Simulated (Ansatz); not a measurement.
**Te2Mo (P6_3/mmc), generalised stacking fault**

All numbers below come from DFT PBE, scalar-relativistic, plane waves, PAW (Ansatz 0.2.0). The runs took a 420 eV cutoff, a Γ-centred 9×9×2 mesh and Gaussian smearing (0.05 eV). Spin–orbit coupling is left out, which matters for the heavy elements here. No spin polarisation. Energies are free energies at this smearing, counted from the undisturbed cell; pressure is positive in compression.

The undisturbed cell (relaxed at this level):

```
Te Mo
1.0
    -1.77853   -3.08051    0.00000
     1.77853   -3.08051    0.00000
     0.00000    0.00000   15.20472
Te Mo
4 2
Direct
  0.66667 0.66667 0.13109
  0.33333 0.33333 0.63109
  0.66667 0.66667 0.36891
  0.33333 0.33333 0.86891
  0.66667 0.66667 0.75000
  0.33333 0.33333 0.25000
```

The cell holds layers and no dispersion correction was added, so their binding is poorly described.

The cut lies on the cell's a–b face, a (0 0 1) plane (indices in the standard cell, whose axes needn't be the Cartesian ones shown) of area 10.96 Å², between layers 3.99 Å apart. Vector c is tilted by f times 1·a + 0·b (length 3.557 Å) with the atoms' Cartesian places fixed: one unrelaxed fault a cell.

| f | γ (mJ/m²) | shear traction, the slope of γ along the slip (GPa) | gap on the mesh (eV) |
| --- | --- | --- | --- |
| 0.0000 | 0 | 0.0 | 1.03 |
| 0.1000 | 4 | 0.2 | 1.03 |
| 0.2000 | ? | 0.4 | ? |
| 0.3000 | 27 | 0.4 | 1.03 |
| 0.4000 | 38 | 0.2 | 1.04 |
| 0.5000 | 42 | 0.0 | 1.04 |

By symmetry 0.6000 repeats 0.4000, 0.8000 repeats 0.2000, 0.7000 repeats 0.3000, 0.9000 repeats 0.1000 in energy, with the opposite slope along the path.

Give the withheld values.

γ (mJ/m²) at f = 0.2000: 14; gap on the mesh (eV) at f = 0.2000: 1.03.

Cost: 6 runs of about 3.8 core-minutes in all, on Arm Neoverse V2 (shared hosts).